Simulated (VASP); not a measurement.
The system is SrO.

```
Sr O
1.0
     0.00000    2.56630    2.56630
     2.56630    0.00000    2.56630
     2.56630    2.56630    0.00000
Sr O
1 1
Direct
  0.50000 0.50000 0.50000
  0.00000 0.00000 0.00000
```

Base run:

* Program: VASP 6.6.1
* Functional: PW91
* Potentials or basis: VASP PAW PBE potentials, release 64 (Sr_sv, O)
* Cutoff: 520 eV
* k mesh: 9 × 9 × 9
* Occupations: fermi-dirac, width 0.05 eV
* Spin: no spin polarisation

Its results: band gap on the k mesh 3.32 eV, indirect (least direct gap 3.41 eV); pressure 3.5 GPa.

Problem. After a change of settings the same cell gave: band gap on the k mesh 3.41 eV, indirect (least direct gap 3.50 eV); pressure 6.2 GPa. Which change was it?
A. functional from PW91 to AM05
B. functional from PW91 to r2SCAN
C. functional from PW91 to revPBE
D. functional from PW91 to LDA; potentials or basis from VASP PAW PBE potentials, release 64 (Sr_sv, O) to VASP PAW LDA potentials, release 64 (Sr_sv, O)

Solution. C.

revPBE binds less tightly than PW91, so the same cell stands under more pressure.

Caveats: the PAW data sets were made with another functional, which shifts forces and pressure a little.
